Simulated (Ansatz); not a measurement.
# GaAs (F-43m) in Ansatz: settings compared

The runs below take GaAs through single point, relaxation of cell and atoms, with PBE, revPBE, revPBE+D4.

Everything below comes from runs of Ansatz 0.2.0. Logs are shortened: lines on timing, memory, paths and dates and some standing lists are left out, and cuts for length are marked.

**The experiment to reproduce.**

“Evidence of valence band perturbations in GaAsN/GaAs(001): A combined variable-angle spectroscopic ellipsometry and modulated photoreflectance investigation”, 2008, arxiv:0805.2212 reports, for a bulk crystal of GaAs at 300 K: band gap 1.418 ± 0.005 eV (direct); band gap 1.412 ± 0.01 eV (direct).

How close the calculation comes is told below.

**1. The structure**

The structure is cubic, space group F-43m (No. 216). The conventional cell has a = 5.654 Å, b = 5.654 Å, c = 5.654 Å, α = 90.00°, β = 90.00°, γ = 90.00°. Around As (site symmetry -43m) lie 4 Ga at 2.45 Å. Ga (site symmetry -43m) is surrounded by 4 As at 2.45 Å.

**2. Single point, PBE**

Input file input.yaml:

```yaml
crystal:
  lattice:
    - [0.0, 2.82685, 2.82685]
    - [2.82685, 0.0, 2.82685]
    - [2.82685, 2.82685, 0.0]
  atoms:
    - { symbol: As, position: [0.75, 0.75, 0.75] }
    - { symbol: Ga, position: [0.0, 0.0, 0.0] }
kpoints:
  mp_grid: { grid: [6, 6, 6] }
scf:
  occupations: { method: fermi_dirac, width: 0.06 }
hamiltonian:
  xc: pbe
  pseudopotentials: { kind: all_electron, lapw: { basis_error: 0.004 } }
output:
  forces: true
  stress: true
  eigenvalues: true
```

Potentials or basis: all-electron LAPW, scalar-relativistic.

Command:

```
> ansatz run input.yaml --threads 1 --pin off --max-ram 3072MiB --backend cpu --events-out ev --progress --plain --runs-dir out
```

Log:

```text
Warning: RAYON_NUM_THREADS=1 ignored (pool sized by the plan → 1); use --threads N
LAPW: plane waves up to 8.370 Å⁻¹, error target 4.0e-3 eV per atom; small_component_spin mean_spin; Ga in spheres of 1.236 Å, 21 of its electrons in bands, Dirac shells []; As in spheres of 1.212 Å, 23 of its electrons in bands, Dirac shells [] (how accurate: hamiltonian.pseudopotentials.lapw.basis_error, Limitations)
Engine: ansatz 0.2.0, aarch64-unknown-linux-gnu
Pseudopotentials: kind: all_electron
Pseudopotential: As, LAPW, valence charge 23, lapw/all_electron/scalar/gaussian/As, Koelling and Harmon's equation, gaussian nucleus
Pseudopotential: Ga, LAPW, valence charge 21, lapw/all_electron/scalar/gaussian/Ga, Koelling and Harmon's equation, gaussian nucleus
Functional definition: PBE
  parameter kappa = 0.804
  parameter beta = 0.06672455060314922
  exchange = pbe_x(kappa = kappa, mu = beta*pi^2/3)
  correlation = pbe_c(beta = beta)
Crystal: 2 atoms, lattice volume = 45.179 Å³
Basis set: ecut = 266.9415300340811 eV, 459 PW (Γ), exchange–correlation at level 2
Bands: 27, of which v1, the nominal top of the filled ones, is band 22 counted from 1 (21 counted from 0)
Symmetry: 24 space group operations
Space group: F-43m (ITA 216), of the structure as read, at distance tolerance 3.6e-5 Å
k-points: 16 of 216 (time reversal used)
Non-local potential: As, projectors of the file, none
Non-local potential: Ga, projectors of the file, none
Initial density: superposition of atomic densities (chi_scale 0.1, normalization cell, long waves kept (reshape's long-wave potential 0.00 eV rms))
Initial wavefunctions: plane waves of lowest kinetic energy (no species holds an atomic orbital)
Functional: x = pbe(κ = 0.804, μ = 0.2195149727645171), c = pbe(β = 0.06672455060314922)
iter 1 solved again at ethr=1.34e-3 eV; its pass at ethr=1.00e-1 eV (dr2=5.91e-1 eV) is discarded
SCF iter   1: F=—  HF=-114424.590439 eV  |F-HF|=—  |Δ(HF+E_count)|=         —  Δρ=3.08e-2  dr2=5.92e-1  ethr=1.34e-3  ⟨swp⟩=2.0  Hψ=2660  notcnv=0
preconditioner: auto → none  [insulator: Δε(μ)=0.701 eV  Ē_g=15.931 eV  σ=0.060 eV  W_gap=0.99  n_scr=14 (ndim 8)  ℏωp=23.4 eV  f_vac=0.115  D(μ)=0.00/eV (n_scr^D=0)  ε∞_Penn≈3.2]
SCF iter   2: F=—  HF=-114424.445528 eV  |F-HF|=—  |Δ(HF+E_count)|=   1.45e-1  Δρ=1.23e-2  dr2=6.55e-2  ethr=1.34e-3  ⟨swp⟩=2.2  Hψ=1285  notcnv=0
SCF iter   3: F=—  HF=-114424.432437 eV  |F-HF|=—  |Δ(HF+E_count)|=   1.31e-2  Δρ=5.50e-3  dr2=1.30e-2  ethr=1.49e-4  ⟨swp⟩=2.0  Hψ=1268  notcnv=0
iter 4 solved again at ethr=1.07e-6 eV; its pass at ethr=2.94e-5 eV (dr2=4.71e-4 eV) is discarded
SCF iter   4: F=—  HF=-114424.428728 eV  |F-HF|=—  |Δ(HF+E_count)|=   3.71e-3  Δρ=1.08e-3  dr2=4.70e-4  ethr=1.07e-6  ⟨swp⟩=2.0  Hψ=2098  notcnv=0
SCF iter   5: F=—  HF=-114424.428653 eV  |F-HF|=—  |Δ(HF+E_count)|=   7.56e-5  Δρ=2.19e-4  dr2=1.29e-5  ethr=1.07e-6  ⟨swp⟩=2.9  Hψ=1221  notcnv=0
SCF iter   6: F=—  HF=-114424.428671 eV  |F-HF|=—  |Δ(HF+E_count)|=   1.86e-5  Δρ=8.61e-5  dr2=2.48e-6  ethr=2.94e-8  ⟨swp⟩=3.0  Hψ=1259  notcnv=0
SCF iter   7: F=-114424.428677 eV  HF=-114424.428677 eV  |F-HF|=2.06e-7  |Δ(HF+E_count)|=   5.86e-6  Δρ=1.48e-5  dr2=8.19e-8  ethr=5.63e-9  ⟨swp⟩=3.0  Hψ=1266  notcnv=0
SCF 1 converged in 7 iterations: F = -114424.428677 eV  dr2 = 8.19e-8
SCF converged after 7 iterations
Free energy (F): -114424.428677 eV
Harris-Foulkes:  -114424.428677 eV  (|F-HF|=2.06e-7)
Internal energy: -114424.428542 eV  (E = F + TS)
E sigma→0 (E₀):  -114424.428610 eV
Entropy (-TS):   -0.000136 eV (-0.068 meV/atom)
Fermi energy:    9.653925 eV
--- Per-component energies (eV) ---
  E_band       = -2120.569422
  E_kinetic    = 116839.785567
  E_xc         = -4342.525645
  E_electrostatic = -226921.688464  (all electrons and nuclei)
  E_smearing   = -0.000136  (= −TS)
  E_closure    = 0.000000  (closes the sum)
  E_atoms      = -114416.203472  (free atoms, spherical and without spin; not in F)
  Σ components = -114424.428677   (vs F -114424.428677, Δ=0.00e0)
  Basis errors (estimates in eV, not in F): energy 1.7e-3 per atom: plane waves 1.5e-3 (9.4e-4 summed), levels above the bands 3.2e-64, relativity 1.1e-7, radial functions 1.7e-4, core shells 4.2e-10; eigenvalues (radial functions only) 4.3e-6; not estimated: angular momenta, meshes, grids; target (lapw.basis_error) 4.0e-3; muffin-tin radii Ga 1.236 Å, As 1.212 Å
--- Forces (eV/Å), atoms counted from 1 ---
  atom   1  As    -0.00000000     0.00000000    -0.00000000
  atom   2  Ga     0.00000000    -0.00000000     0.00000000
  max |Σ_I F_I| component: 1.27e-17 eV/Å
--- Stress (GPa, compression-positive) ---
        3.281301      -0.000000      -0.000000
       -0.000000       3.281301       0.000000
       -0.000000       0.000000       3.281301
  P = ⅓ Tr σ = 3.2813 GPa (32.813 kbar)
--- Band table (eV; the first three rows and the last of 16) ---
  k-point 0: bands = ["-175.3544", "-134.2590", "-118.7264", "-118.7264", "-118.7264", "-84.9905", "-84.9905", "-84.9905", "-25.7748", "-25.7748", "-25.7748", "-25.7653", "-25.7653", "-5.4267", "-5.4267", "-5.4267", "-5.3485", "-5.3485", "-3.3657", "9.3610", "9.3610", "9.3610", "9.8795", "13.0960", "13.0960", "13.0960", "16.9573"]
  k-point 1: bands = ["-175.3544", "-134.2590", "-118.7264", "-118.7264", "-118.7264", "-84.9905", "-84.9905", "-84.9905", "-25.7748", "-25.7746", "-25.7746", "-25.7653", "-25.7653", "-5.4496", "-5.4207", "-5.4207", "-5.3487", "-5.3487", "-3.0451", "6.6511", "8.9808", "8.9808", "10.9964", "13.6431", "13.6431", "14.0458", "18.3106"]
  k-point 2: bands = ["-175.3544", "-134.2590", "-118.7264", "-118.7264", "-118.7264", "-84.9905", "-84.9905", "-84.9905", "-25.7747", "-25.7742", "-25.7742", "-25.7652", "-25.7652", "-5.4896", "-5.4108", "-5.4108", "-5.3469", "-5.3469", "-2.2180", "3.9862", "8.4351", "8.4351", "10.5797", "14.0621", "14.0621", "16.6128", "18.1304"]
  k-point 15: bands = ["-175.3544", "-134.2590", "-118.7264", "-118.7264", "-118.7264", "-84.9905", "-84.9905", "-84.9905", "-25.7751", "-25.7737", "-25.7731", "-25.7656", "-25.7646", "-5.5300", "-5.3903", "-5.3818", "-5.3631", "-5.3418", "-0.8204", "2.6826", "6.0193", "6.1625", "12.6385", "12.8169", "16.4788", "16.7792", "20.4057"]
```

Wall time 7 s (1 thread of Arm Neoverse V1, shared host); peak memory 0.24 GiB.

Results:

```
Free energy            : -114424.4287 eV
Pressure               : 3.3 GPa
Band gap on the k mesh : 0.52 eV, direct
```

Levels at points of the mesh, in eV from the valence-band top:
| k point | band 18 | band 19 | band 20 | band 21 | band 22 | band 23 | band 24 | band 25 | band 26 | band 27 |
| --- | --- | --- | --- | --- | --- | --- | --- | --- | --- | --- |
| (0.00, 0.00, 0.00) | -14.71 | -12.73 | 0.00 | 0.00 | 0.00 | 0.52 | 3.74 | 3.74 | 3.74 | 7.60 |
| (0.00, 0.00, -0.50) | -14.71 | -10.96 | -6.63 | -1.14 | -1.14 | 1.00 | 4.64 | 4.64 | 7.76 | 10.41 |
| (0.00, -0.50, -0.50) | -14.70 | -10.22 | -6.81 | -2.68 | -2.68 | 1.47 | 1.66 | 10.18 | 10.18 | 10.98 |

**3. Single point, PBE**

Input file input.yaml:

```yaml
crystal:
  lattice:
    - [0.0, 2.82685, 2.82685]
    - [2.82685, 0.0, 2.82685]
    - [2.82685, 2.82685, 0.0]
  atoms:
    - { symbol: As, position: [0.75, 0.75, 0.75] }
    - { symbol: Ga, position: [0.0, 0.0, 0.0] }
kpoints:
  mp_grid: { grid: [8, 8, 8] }
scf:
  occupations: { method: gaussian, width: 0.025 }
hamiltonian:
  xc: pbe
  pseudopotentials: { kind: all_electron, lapw: { basis_error: 0.001 } }
output:
  forces: true
  stress: true
  eigenvalues: true
```

Potentials or basis: all-electron LAPW, scalar-relativistic.

Command:

```
> ansatz run input.yaml --threads 1 --pin off --max-ram 3072MiB --backend cpu --events-out ev --progress --plain --runs-dir out
```

Run time: 15 s. Hardware: 1 thread of Arm Neoverse V1, shared host; peak memory 0.29 GiB.

The run converged. Its results:

```yaml
Free_energy: -114424.4508 eV
Pressure: 3.3 GPa
Band_gap_on_the_k_mesh: 0.52 eV, direct
```

Levels at points of the mesh, in eV from the valence-band top:
```
             k point  band 20  band 21  band 22  band 23  band 24  band 25
  (0.00, 0.00, 0.00)     0.00     0.00     0.00     0.52     3.74     3.74
 (0.00, 0.00, -0.50)    -6.63    -1.14    -1.14     1.01     4.65     4.65
(0.00, -0.50, -0.50)    -6.81    -2.67    -2.67     1.47     1.66    10.18
```

**4. Relaxation of cell and atoms, revPBE**

input.yaml: that of step 3 with these lines changed.

```diff
@@ -11,5 +11,5 @@
 scf:
-  occupations: { method: gaussian, width: 0.025 }
+  occupations: { method: fermi_dirac, width: 0.05 }
 hamiltonian:
-  xc: pbe
+  xc: revpbe
   pseudopotentials: { kind: all_electron, lapw: { basis_error: 0.001 } }
@@ -18,2 +18,5 @@
   stress: true
-  eigenvalues: true
+relax:
+  f_tol: 0.005
+  max_steps: 60
+  cell: {}
```

Command:

```
> ansatz run input.yaml --threads 1 --pin off --max-ram 3072MiB --backend cpu --events-out ev --progress --plain --runs-dir out
```

Wall time 47 s (1 thread of Arm Neoverse V1, shared host); peak memory 0.31 GiB.

It converged, with:

```yaml
Free_energy: -114432.6515 eV
Relaxed_volume: 24.23 Å³/atom
Relaxed_cell: a = 4.092 Å, b = 4.092 Å, c = 4.092 Å, α = 60.00°, β = 60.00°, γ = 60.00°
Space_group_after_relaxing_to_0.05_Å: F-43m (No. 216)
Energy_gained_by_relaxing: 22.4 meV/atom
Ionic_steps: 5
Pressure_after_relaxing: 0.0 GPa
```

The path:
```tsv
step	energy change (eV)	largest force (eV/Å)	volume (Å³)
1	0.0000	0.0000	45.18
2	-0.0426	0.0000	47.71
3	-0.0447	0.0000	48.36
4	-0.0447	0.0000	48.47
5	-0.0447	0.0000	48.47
```

Final structure:
```xyz
2
Lattice="0.0000 2.8938 2.8938 2.8938 0.0000 2.8938 2.8938 2.8938 0.0000" Properties=species:S:1:pos:R:3 pbc="T T T"
As    4.3407    4.3407    4.3407
Ga    0.0000    0.0000    0.0000
```

revPBE gives volumes clearly too large for solids. Zero-point motion and thermal expansion aren't in these numbers.

**5. Relaxation of cell and atoms, revPBE+D4**

input.yaml: that of step 4 with these lines changed.

```diff
@@ -14,2 +14,3 @@
   xc: revpbe
+  dispersion: d4
   pseudopotentials: { kind: all_electron, lapw: { basis_error: 0.001 } }
@@ -19,3 +20,3 @@
 relax:
-  f_tol: 0.005
+  f_tol: 0.01
   max_steps: 60
```

Command:

```
> ansatz run input.yaml --threads 1 --pin off --max-ram 3072MiB --backend cpu --events-out ev --progress --plain --runs-dir out
```

It took 35 s on 1 thread of Arm Neoverse V1, shared host; peak memory 0.31 GiB.

The run converged. Its results:

```
Free energy                            : -114433.9897 eV
Relaxed volume                         : 22.39 Å³/atom
Relaxed cell                           : a = 3.986 Å, b = 3.986 Å, c = 3.986 Å, α = 60.00°, β = 60.00°, γ = 60.00°
Space group after relaxing (to 0.05 Å) : F-43m (No. 216)
Energy gained by relaxing              : 0.4 meV/atom
Ionic steps                            : 4
Pressure after relaxing                : 0.0 GPa
Band gap on the k mesh                 : 0.68 eV
```

Step by step:
| step | energy change (eV) | largest force (eV/Å) | volume (Å³) |
| --- | --- | --- | --- |
| 1 | 0.0000 | 0.0000 | 45.18 |
| 2 | -0.0008 | 0.0000 | 44.84 |
| 3 | -0.0008 | 0.0000 | 44.77 |
| 4 | -0.0008 | 0.0000 | 44.77 |

Final structure:
```
CELL_PARAMETERS angstrom
0.00000 2.81835 2.81835
2.81835 0.00000 2.81835
2.81835 2.81835 0.00000
ATOMIC_POSITIONS crystal
As 0.75000 0.75000 0.75000
Ga 0.00000 0.00000 0.00000
```

**6. Overview**

```csv
task,level,cell,k mesh,cutoff (eV),smearing,basis error allowed,gap on the mesh (eV),pressure (GPa),relaxed volume (Å³/atom)
single point,PBE,as given,6 × 6 × 6,267,fermi-dirac 0.06 eV,0.004 eV/atom,0.52,3.3,-
single point,PBE,as given,8 × 8 × 8,316,gaussian 0.025 eV,0.001 eV/atom,0.52,3.3,-
relaxation of cell and atoms,revPBE,relaxed,8 × 8 × 8,-,fermi-dirac 0.05 eV,0.001 eV/atom,-,0.0,24.23
relaxation of cell and atoms,revPBE+D4,relaxed,8 × 8 × 8,-,fermi-dirac 0.05 eV,0.001 eV/atom,0.68,0.0,22.39
```

Alike in all rows: potentials or basis all-electron LAPW, scalar-relativistic; no spin polarisation.

Compare energies only between runs with the same functional and basis.

**7. How close it comes**

Step 2. Against the measured gap of GaAs, 1.418 eV (direct; 300 K; “Evidence of valence band perturbations in GaAsN/GaAs(001): A combined variable-angle spectroscopic ellipsometry and modulated photoreflectance investigation”, 2008, arxiv:0805.2212), the calculated 0.52 eV is off by -0.90 eV. 3 values of this kind are on record (1.412 to 1.51 eV); this one was drawn at random among those near their median, those with a stated uncertainty first. Spin-orbit coupling on As, Ga is left out. The value is that of PBE on a finite k mesh, which can miss the band edges, without temperature or zero-point motion. Semilocal functionals fall short of measured gaps as a rule.

Step 3. Measured gap of GaAs: 1.412 eV (direct; 300 K; “Evidence of valence band perturbations in GaAsN/GaAs(001): A combined variable-angle spectroscopic ellipsometry and modulated photoreflectance investigation”, 2008, arxiv:0805.2212). This calculation gives 0.52 eV (-0.89 eV). 3 values of this kind are on record (1.412 to 1.51 eV); this one was drawn at random among those near their median, those with a stated uncertainty first. Spin-orbit coupling on As, Ga is left out. The value is that of PBE on a finite k mesh, which can miss the band edges, without temperature or zero-point motion. Semilocal functionals fall short of measured gaps as a rule.
